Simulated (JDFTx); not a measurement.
## CaF2 (Fluorite) under changes of volume

One of the cells (13.579 Å³/atom); the others are scaled copies at fixed shape and fractional positions:

```
Ca F
1.0
     0.00000    2.73100    2.73100
     2.73100    0.00000    2.73100
     2.73100    2.73100    0.00000
Ca F
1 2
Direct
  0.00000 0.00000 0.00000
  0.75000 0.75000 0.75000
  0.25000 0.25000 0.25000
```

| Property | Result |
| --- | --- |
| Program | JDFTx 1.7.0 (patched build) |
| Functional | PBEsol |
| Potentials or basis | PseudoDojo-SR-PBEsol-0.4.1-standard with smoothed tails |
| Cutoff | 1143 eV |
| Density cutoff | 9143 eV |
| k mesh | 8 × 8 × 8 |
| Occupations | fermi-dirac, width 0.05 eV |
| Spin | no spin polarisation |

```tsv
volume (Å³/atom)	energy over the lowest point (meV/atom)	pressure (GPa)	gap on the mesh (eV)
12.764	?	?	?
13.036	0.69	1.3	7.38
13.308	0.00	-0.5	7.26
13.579	2.24	-2.1	7.14
13.851	7.10	-3.6	7.03
14.122	14.30	-4.9	6.92
14.394	23.57	-6.1	6.81
```

**Question.** What does the run at 12.764 Å³/atom give?

**Answer.** Energy over the lowest point 4.65 meV/atom; pressure 3.4 GPa; gap on the mesh 7.51 eV.

Worked out: A Birch-Murnaghan fit of order 3 (a polynomial in V^(-2/3)) to the other rows has its minimum at 13.23 Å³/atom with B0 = V·E''(V) = 87 GPa and B' = 4.7. It gives 4.70 meV/atom at 12.764 Å³/atom, against the run's 4.65, and -dE/dV = 3.4 GPa, against 3.4. A straight line through the other rows of the gap, of slope -5.74 eV per unit of ln V, extrapolates to 7.50 eV, against the run's 7.51.

A mesh can miss the band edges.
